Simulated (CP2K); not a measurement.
Runs of CP2K 2026.2 on WS2. The cell holds a slab with vacuum, 3 atoms: a = 3.184 Å, b = 3.184 Å, c = 16.951 Å, α = 90.00°, β = 90.00°, γ = 120.00°. 

```csv
level,potentials or basis,smearing,EPS_DEFAULT,NGRIDS,points a segment of the path (NPOINTS),bands added on the path,CUTOFF of the grids,gap on the mesh (eV),largest force (eV/Å)
LDA,"GTH_POTENTIALS W GTH-PADE-q14, S GTH-PADE-q6; TZVP-MOLOPT-PBE-GTH basis",fermi-dirac 0.01 eV,1.0E-9,5,6,4,450 Ry,1.95,0.73
r2SCAN,"POTENTIAL_UZH W GTH-SCAN-q14, S GTH-SCAN-q6; TZVP-MOLOPT-SCAN-GTH basis",fermi-dirac 0.1 eV,1.0E-9,5,10,2,675 Ry,2.04,0.15
TB-mBJ,"POTENTIAL_UZH W GTH-PBE-q14, S GTH-PBE-q6; TZVP-MOLOPT-PBE-GTH basis",fermi-dirac 0.1 eV,1.0E-9,4,10,2,675 Ry,(a),-
PBEsol,"POTENTIAL_UZH W GTH-PBE-q14, S GTH-PBE-q6; TZVP-MOLOPT-PBE-GTH basis",fermi-dirac 0.05 eV,1.0E-10,4,8,4,450 Ry,(b),0.04
```

Alike in all rows: task band structure; no spin polarisation; cell as given; k mesh 10 × 10 × 2.

**Question.** Fill in the values left out.

**Answer.** (a) 2.02; (b) 1.99.

Caveats: spin-orbit coupling is left out, which moves the levels of the heavy elements; the basis of atomic orbitals isn't converged, which shifts pressures, moduli and gaps; meta-GGAs are noisy in the vacuum on a uniform grid, which can shift empty levels and the work function (some runs); the potentials were made for another functional, which shifts forces and pressure (some runs); this is a model potential without an energy functional, so only levels have meaning (some runs).

A k mesh can miss the band edges, and the runs leave out spin-orbit coupling on W.
